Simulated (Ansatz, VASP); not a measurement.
# GaP in two plane-wave programs, part 2 of 2

One calculation is typed for both programs; each brings its own data sets. How far apart do they land? The cell is taken from a series of runs on this material, whose earlier steps may have relaxed, scaled, displaced or heated it; both programs get it as it stands.

VASP 6.6.1 and Ansatz 0.2.0.

So far: The structure; Ansatz: G0W0 gap, LDA.

### Step 3. VASP: G0W0 gap, LDA

Level of this step: G0W0 on LDA; plane waves and PAW (Ga_d_GW, P_GW) (VASP).

The same cell, functional (in two slightly different forms) and mesh now go to VASP, with its own data sets.

Lines of VASP's logs that name or quote its potential files are left out, and so is its time.

The run reads the wave functions of an earlier VASP run, which isn't shown here.

Contents of INCAR:

```
SYSTEM = GaP
PREC = Accurate
ENCUT = 430
ISMEAR = 0
SIGMA = 0.01
LREAL = .FALSE.
GGA = CA
NBANDS = 176
ALGO = EVGW0
NELMGW = 1
ENCUTGW = 150
NOMEGA = 64
PRECFOCK = Fast
NBANDSGW = 24
LWAVE = .FALSE.
LCHARG = .FALSE.
```

Contents of POSCAR:

```
GaP
1.0
   -1.8885019023     -1.0903270801      3.1725420988
    1.8885019023     -1.0903270801      3.1725420988
    0.0000000000      2.1806541650      3.1725420971
Ga P
1 1
Direct
    0.9987309948      0.9987309948      0.9987309948
    0.7512690052      0.7512690052      0.7512690052
```

Contents of KPOINTS:

```
Automatic mesh
0
Gamma
6 6 6
0 0 0
```

Potentials, in the order of the species: Ga_d_GW and P_GW (LDA family, release 64).

The run is started by

```
mpirun -np 8 vasp_std
```

Numbers of over 12 decimals in the logs are rounded to 6 here.

The program printed:

```text
[banner, memory and clock lines left out]
running    8 mpi-ranks, on    1 nodes
 distrk:  each k-point on    8 cores,    1 groups
 distr:  one band on    1 cores,    8 groups

 POSCAR found type information on POSCAR GaP
 POSCAR found :  2 types and       2 ions
|                                                                             |
|           W    W    AA    RRRRR   N    N  II  N    N   GGGG   !!!           |
|           W    W   A  A   R    R  NN   N  II  NN   N  G    G  !!!           |
|           W    W  A    A  R    R  N N  N  II  N N  N  G       !!!           |
|           W WW W  AAAAAA  RRRRR   N  N N  II  N  N N  G  GGG   !            |
|           WW  WW  A    A  R   R   N   NN  II  N   NN  G    G                |
|           W    W  A    A  R    R  N    N  II  N    N   GGGG   !!!           |
|                                                                             |
|     For optimal performance we recommend to set                             |
|       NCORE = 2 up to number-of-cores-per-socket                            |
|     NCORE specifies how many cores store one orbital (NPAR=cpu/NCORE).      |
|     This setting can greatly improve the performance of VASP for DFT.       |
|     The default, NCORE=1 might be grossly inefficient on modern             |
|     multi-core architectures or massively parallel machines. Do your        |
|     Unfortunately you need to use the default for GW and RPA                |
|     calculations (for HF NCORE is supported but not extensively tested      |
|     yet).                                                                   |
|                                                                             |

|                                                                             |
|           W    W    AA    RRRRR   N    N  II  N    N   GGGG   !!!           |
|           W    W   A  A   R    R  NN   N  II  NN   N  G    G  !!!           |
|           W    W  A    A  R    R  N N  N  II  N N  N  G       !!!           |
|           W WW W  AAAAAA  RRRRR   N  N N  II  N  N N  G  GGG   !            |
|           WW  WW  A    A  R   R   N   NN  II  N   NN  G    G                |
|           W    W  A    A  R    R  N    N  II  N    N   GGGG   !!!           |
|                                                                             |
|     The default for ENCUTGWSOFT is different in this version of VASP.       |
|     please manually set ENCUTGWSOFT =150 in the INCAR file.                 |
|                                                                             |

 LDA part: xc-table for (Slater(with rela. corr.)+CA(PZ))
 , standard interpolation
 found WAVECAR, reading the header
 POSCAR, INCAR and KPOINTS ok, starting setup
 FFT: planning ... GRIDC
 FFT: planning ... GRID_SOFT
 FFT: planning ... GRID
 reading WAVECAR
 the WAVECAR file was read successfully
 initial charge from wavefunction
 available memory per node:     87.90 GB, setting MAXMEM to     90006

 The Fermi energy was updated, please check that it is located mid-gap
 values below the HOMO (VB) or above the LUMO (CB) will cause erroneous energies
 E-fermi :   5.2093

 calculate exact exchange contribution
 the WAVEDER file was read successfully
energies w=
    0.000    0.000    0.435    0.000    0.870    0.000    1.303    0.000
    1.732    0.000    2.158    0.000    2.580    0.000    2.997    0.000
    3.408    0.000    3.814    0.000    4.215    0.000    4.609    0.000
    4.999    0.000    5.383    0.000    5.762    0.000    6.137    0.000
    6.508    0.000    6.876    0.000    7.241    0.000    7.604    0.000
    7.965    0.000    8.326    0.000    8.688    0.000    9.050    0.000
    9.414    0.000    9.782    0.000   10.153    0.000   10.529    0.000
   10.912    0.000   11.302    0.000   11.700    0.000   12.109    0.000
   12.530    0.000   12.965    0.000   13.416    0.000   13.884    0.000
   14.373    0.000   14.886    0.000   15.425    0.000   15.995    0.000
   16.599    0.000   17.244    0.000   17.935    0.000   18.679    0.000
   19.484    0.000   20.362    0.000   21.323    0.000   22.382    0.000
   23.560    0.000   24.878    0.000   26.367    0.000   28.063    0.000
   30.017    0.000   32.293    0.000   34.982    0.000   38.207    0.000
   42.148    0.000   47.072    0.000   53.396    0.000   61.806    0.000
   73.523    0.000   90.947    0.000  119.523    0.000  174.843    0.000
 responsefunction array rank=     176
 LDA part: xc-table for (Slater(with rela. corr.)+CA(PZ))
 , standard interpolation

 min. memory requirement per mpi rank    323.1 MB, per node   2585.0 MB

 allocating   8 responsefunctions rank=   176
 shmem allocating  64 responsefunctions rank=   176
 response function shared by NCSHMEM nodes    1
 Doing            8  frequencies on each core in blocks of           64
NQ=   1    0.0000    0.0000    0.0000,
|.........|.........|.........|.........|.........|.........|.........|.........
 performed        919000 updates of chi_q(r,r)
 total number of BLAS operations        210.12 Gflops
NQ=   2    0.1667    0.0000    0.0000,
|.........|.........|.........|.........|.........|.........|.........|.........
 performed       2776000 updates of chi_q(r,r)
 total number of BLAS operations        609.77 Gflops
NQ=   3    0.3333    0.0000    0.0000,
[...]
|.........|.........|.........|.........|.........|.........|.........|.........
 performed       5966000 updates of chi_q(r,r)
 total number of BLAS operations       1235.28 Gflops
NQ=   5    0.1667    0.1667    0.0000,
|.........|.........|.........|.........|.........|.........|.........|.........
 performed       7823000 updates of chi_q(r,r)
 total number of BLAS operations       1634.92 Gflops
NQ=   6    0.3333    0.1667    0.0000,
|.........|.........|.........|.........|.........|.........|.........|.........
 performed      10297000 updates of chi_q(r,r)
 total number of BLAS operations       2147.97 Gflops
NQ=   7    0.5000    0.1667    0.0000,
|.........|.........|.........|.........|.........|.........|.........|.........
 performed      12771000 updates of chi_q(r,r)
 total number of BLAS operations       2680.31 Gflops
NQ=   8   -0.3333    0.1667    0.0000,
|.........|.........|.........|.........|.........|.........|.........|.........
 performed      15245000 updates of chi_q(r,r)
 total number of BLAS operations       3193.35 Gflops
NQ=   9   -0.1667    0.1667    0.0000,
|.........|.........|.........|.........|.........|.........|.........|.........
 performed      17212000 updates of chi_q(r,r)
 total number of BLAS operations       3606.36 Gflops
NQ=  10    0.3333    0.3333    0.0000,
|.........|.........|.........|.........|.........|.........|.........|.........
 performed      19069000 updates of chi_q(r,r)
 total number of BLAS operations       4010.89 Gflops
NQ=  11    0.5000    0.3333   -0.0000,
|.........|.........|.........|.........|.........|.........|.........|.........
 performed      21543000 updates of chi_q(r,r)
 total number of BLAS operations       4562.89 Gflops
NQ=  12   -0.3333    0.3333    0.0000,
|.........|.........|.........|.........|.........|.........|.........|.........
 performed      23510000 updates of chi_q(r,r)
 total number of BLAS operations       5007.06 Gflops
NQ=  13    0.5000    0.5000    0.0000,
|.........|.........|.........|.........|.........|.........|.........|.........
 performed      24843000 updates of chi_q(r,r)
 total number of BLAS operations       5273.40 Gflops
NQ=  14    0.1667    0.1667    0.1667,
|.........|.........|.........|.........|.........|.........|.........|.........
 performed      25965000 updates of chi_q(r,r)
 total number of BLAS operations       5539.03 Gflops
NQ=  15    0.3333    0.1667    0.1667,
|.........|.........|.........|.........|.........|.........|.........|.........
 performed      27822000 updates of chi_q(r,r)
 total number of BLAS operations       5914.68 Gflops
NQ=  16    0.5000    0.1667    0.1667,
|.........|.........|.........|.........|.........|.........|.........|.........
 performed      29679000 updates of chi_q(r,r)
 total number of BLAS operations       6314.32 Gflops
NQ=  17   -0.3333    0.1667    0.1667,
|.........|.........|.........|.........|.........|.........|.........|.........
 performed      31536000 updates of chi_q(r,r)
 total number of BLAS operations       6704.28 Gflops
NQ=  18   -0.1667    0.1667    0.1667,
|.........|.........|.........|.........|.........|.........|.........|.........
 performed      33393000 updates of chi_q(r,r)
 total number of BLAS operations       7084.67 Gflops
NQ=  19    0.3333    0.3333    0.1667,
|.........|.........|.........|.........|.........|.........|.........|.........
 performed      35250000 updates of chi_q(r,r)
 total number of BLAS operations       7474.62 Gflops
NQ=  20    0.5000    0.3333    0.1667,
|.........|.........|.........|.........|.........|.........|.........|.........
 performed      37724000 updates of chi_q(r,r)
 total number of BLAS operations       8006.96 Gflops
NQ=  21   -0.3333    0.3333    0.1667,
|.........|.........|.........|.........|.........|.........|.........|.........
 performed      40198000 updates of chi_q(r,r)
 total number of BLAS operations       8552.37 Gflops
NQ=  22   -0.1667    0.3333    0.1667,
|.........|.........|.........|.........|.........|.........|.........|.........
 performed      42672000 updates of chi_q(r,r)
 total number of BLAS operations       9078.23 Gflops
NQ=  23    0.5000    0.5000    0.1667,
|.........|.........|.........|.........|.........|.........|.........|.........
 performed      44529000 updates of chi_q(r,r)
 total number of BLAS operations       9487.68 Gflops
NQ=  24   -0.3333    0.5000    0.1667,
|.........|.........|.........|.........|.........|.........|.........|.........
 performed      47003000 updates of chi_q(r,r)
 total number of BLAS operations      10026.54 Gflops
NQ=  25   -0.1667    0.5000    0.1667,
|.........|.........|.........|.........|.........|.........|.........|.........
 performed      49071000 updates of chi_q(r,r)
 total number of BLAS operations      10460.83 Gflops
NQ=  26   -0.3333   -0.3333    0.1667,
|.........|.........|.........|.........|.........|.........|.........|.........
 performed      50928000 updates of chi_q(r,r)
 total number of BLAS operations      10860.48 Gflops
NQ=  27    0.3333    0.3333    0.3333,
|.........|.........|.........|.........|.........|.........|.........|.........
 performed      52050000 updates of chi_q(r,r)
 total number of BLAS operations      11104.93 Gflops
NQ=  28    0.5000    0.3333    0.3333,
|.........|.........|.........|.........|.........|.........|.........|.........
 performed      53907000 updates of chi_q(r,r)
 total number of BLAS operations      11504.58 Gflops
NQ=  29   -0.3333    0.3333    0.3333,
|.........|.........|.........|.........|.........|.........|.........|.........
 performed      55764000 updates of chi_q(r,r)
 total number of BLAS operations      11923.96 Gflops
NQ=  30    0.5000    0.5000    0.3333,
|.........|.........|.........|.........|.........|.........|.........|.........
 performed      57621000 updates of chi_q(r,r)
 total number of BLAS operations      12333.41 Gflops
NQ=  31   -0.3333    0.5000    0.3333,
|.........|.........|.........|.........|.........|.........|.........|.........
 performed      59689000 updates of chi_q(r,r)
 total number of BLAS operations      12778.49 Gflops
NQ=  32    0.5000    0.5000    0.5000,
|.........|.........|.........|.........|.........|.........|.........|.........
 performed      60608000 updates of chi_q(r,r)
 total number of BLAS operations      12986.14 Gflops
 resolving degeneracies of screened two electron integrals

 calculate QP shifts <psi_nk| G(iteration)W_0 |psi_nk>: iteration 1
 entering main loop
```

OUTCAR, selected parts (step 3):

```text
ion  position               nearest neighbor table
   1  0.999  0.999  0.999-   2 2.33   2 2.33   2 2.33   2 2.36
   2  0.751  0.751  0.751-   1 2.33   1 2.33   1 2.33   1 2.36

  LATTYP: Found a trigonal (rhomboedric) cell.
 ALAT       =     3.8497111509
 COS(alpha) =     0.5187080931

 Subroutine GETGRP returns: Found  6 space group operations
 (whereof  6 operations were pure point group operations)

The static configuration has the point symmetry C_3v.

 Found     32 irreducible k-points:

   k-points           NKPTS =     32   k-points in BZ     NKDIM =    216   number of bands    NBANDS=    176

   dimension x,y,z NGX =    28 NGY =   28 NGZ =   28
   dimension x,y,z NGXF=    56 NGYF=   56 NGZF=   56

   ENCUT  =  430.0 eV  31.60 Ry    5.62 a.u.   6.51  6.51  6.51*2*pi/ulx,y,z

   NELECT =      18.0000    total number of electrons

  energy-cutoff  :      430.00
  volume of cell :       39.20
      direct lattice vectors                 reciprocal lattice vectors
    -1.888501902 -1.090327080  3.172542099    -0.264760125 -0.152859329  0.105068214
     1.888501902 -1.090327080  3.172542099     0.264760125 -0.152859329  0.105068214
     0.000000000  2.180654165  3.172542097     0.000000000  0.305718659  0.105068214

 k-points in reciprocal lattice and weights: Automatic mesh
   0.00000000  0.00000000  0.00000000       0.005
   0.16666667  0.00000000  0.00000000       0.028
   0.33333333  0.00000000  0.00000000       0.028
   0.50000000  0.00000000  0.00000000       0.014
   0.16666667  0.16666667  0.00000000       0.028
   0.33333333  0.16666667  0.00000000       0.056
   0.50000000  0.16666667  0.00000000       0.056
  -0.33333333  0.16666667  0.00000000       0.056
  -0.16666667  0.16666667  0.00000000       0.028
[...]
-0.33333333  0.50000000  0.33333333       0.028
   0.50000000  0.50000000  0.50000000       0.005

 E-fermi :   5.2093

 QP shifts <psi_nk| G(iteration)W_0 |psi_nk>: iteration 1
 for sc-GW calculations column KS-energies equals QP-energies in previous step
 and V_xc(KS)=  KS-energies - (<T + V_ion + V_H > + <T+V_H+V_ion>^1  + <V_x>^1)
 k-point   1 :       0.0000    0.0000    0.0000
  band No.  KS-energies  QP-energies   sigma(KS)   V_xc(KS)     V^pw_x(r,r')   Z            occupation Imag(sigma)
    ...
      6      -8.2600      -8.6103     -12.1532     -11.6053     -18.7669       0.6393       2.0000       0.9781
      7       4.3365       3.8935     -13.3969     -12.8170     -14.3458       0.7640       2.0000       0.0293
      8       4.5781       4.1353     -13.4900     -12.9112     -14.4313       0.7650       2.0000       0.0303
      9       4.5781       4.1353     -13.4900     -12.9112     -14.4313       0.7650       2.0000       0.0303
     10       6.3435       6.9071     -11.2581     -11.9899      -7.1456       0.7701       0.0000      -0.0405
     11       8.1072       8.5158     -10.4001     -10.9311      -6.0780       0.7695       0.0000      -0.0486
     12       8.3888       8.7966     -10.4210     -10.9528      -6.0268       0.7667       0.0000      -0.0511
     13       8.3888       8.7966     -10.4210     -10.9528      -6.0268       0.7667       0.0000      -0.0511
    ...

 k-point   2 :       0.1667    0.0000    0.0000
  band No.  KS-energies  QP-energies   sigma(KS)   V_xc(KS)     V^pw_x(r,r')   Z            occupation Imag(sigma)
    ...
      6      -7.8828      -8.2638     -12.3831     -11.7939     -18.8862       0.6466       2.0000       0.9378
      7       2.0994       1.6846     -12.8116     -12.2549     -14.4493       0.7451       2.0000       0.0462
      8       3.9709       3.5244     -13.1699     -12.5847     -14.2017       0.7631       2.0000       0.0305
      9       4.1603       3.7119     -13.2544     -12.6669     -14.2908       0.7632       2.0000       0.0314
     10       6.8035       7.2968     -10.8488     -11.4893      -6.7389       0.7701       0.0000      -0.0433
     11       8.6851       9.0883     -10.5483     -11.0764      -6.0623       0.7635       0.0000      -0.0557
     12       8.9552       9.3640     -10.5812     -11.1189      -6.0024       0.7602       0.0000      -0.0600
     13       9.6038      10.0096     -10.9325     -11.4715      -6.1873       0.7529       0.0000      -0.0706
    ...

 k-point   3 :       0.3333    0.0000    0.0000
  band No.  KS-energies  QP-energies   sigma(KS)   V_xc(KS)     V^pw_x(r,r')   Z            occupation Imag(sigma)
    ...
      6      -6.8688      -7.3015     -12.8542     -12.2085     -19.0359       0.6702       2.0000       0.8295
      7      -0.8493      -1.2862     -12.2647     -11.6495     -15.3356       0.7100       2.0000       0.1543
      8       3.4214       2.9536     -12.9913     -12.3746     -14.2244       0.7587       2.0000       0.0333
      9       3.5693       3.0964     -13.0676     -12.4441     -14.3184       0.7585       2.0000       0.0345
     10       6.2466       6.7155     -10.6825     -11.2873      -6.7447       0.7752       0.0000      -0.0428
     11       9.1074       9.4942     -10.3485     -10.8562      -5.7412       0.7620       0.0000      -0.0642
     12       9.2617       9.6502     -10.3165     -10.8282      -5.6389       0.7594       0.0000      -0.0698
     13      12.0546      12.3790     -10.2364     -10.6764      -4.6185       0.7372       0.0000      -0.1798
    ...

 k-point   4 :       0.5000    0.0000    0.0000
  band No.  KS-energies  QP-energies   sigma(KS)   V_xc(KS)     V^pw_x(r,r')   Z            occupation Imag(sigma)
    ...
      6      -6.0234      -6.4870     -13.3656     -12.6867     -19.3129       0.6829       2.0000       0.7354
      7      -2.3823      -2.7976     -11.7016     -11.1094     -15.4242       0.7014       2.0000       0.2798
      8       3.2098       2.7304     -12.9496     -12.3170     -14.2692       0.7580       2.0000       0.0350
      9       3.3380       2.8539     -13.0191     -12.3792     -14.3609       0.7565       2.0000       0.0361
     10       6.0085       6.4700     -10.7007     -11.2954      -6.8328       0.7760       0.0000      -0.0422
     11       9.0008       9.3691     -10.1576     -10.6392      -5.6066       0.7648       0.0000      -0.0646
     12       9.1283       9.5001     -10.1342     -10.6220      -5.5159       0.7622       0.0000      -0.0694
     13      12.5453      12.7076      -8.5851      -8.8019      -3.0283       0.7487       0.0000      -0.2057
    ...

[... 4 further parts left out ...]
```

### Step 4. Side by side

Known differences besides the potentials themselves: the two LDA forms differ slightly; fixed occupations in Ansatz, narrow Gaussian smearing in VASP; the cutoff is 420 eV in Ansatz and 430 eV in VASP; VASP's log shows a relativistic correction to its local exchange, Ansatz's none; Ansatz integrates over frequency by contour deformation, VASP on a grid of NOMEGA points. Total energies have different zeros and are not compared.

Compared:

```csv
quantity,Ansatz,VASP,difference
G0W0 gap on the mesh (eV),1.92,1.95,-0.02
Kohn-Sham gap under it (eV),1.26,1.26,0.00
```

### Step 5. Summary of results

```yaml
difference_in_g0w0_gap_on_the_mesh_g0w0_gap_lda: -0.025 eV
```

In words: The difference in G0W0 gap on the mesh is -0.025 eV (G0W0 gap, LDA). Such differences can come from data sets, numerical settings and the points named under the comparisons, not from the functional's error against experiment.

[Lines on the potential files, build, host, timing and source positions are cut from VASP's logs without a mark.]

[Logs are printed without paths, hosts, clocks, repeated set-up lines and the standing remarks that a program may print on its own settings, such as how far it seeks lower states.]

[Hosts, paths, dates, database ids (printed as entryN), source tags and the programs' standing remarks are cut or masked in the printed files.]
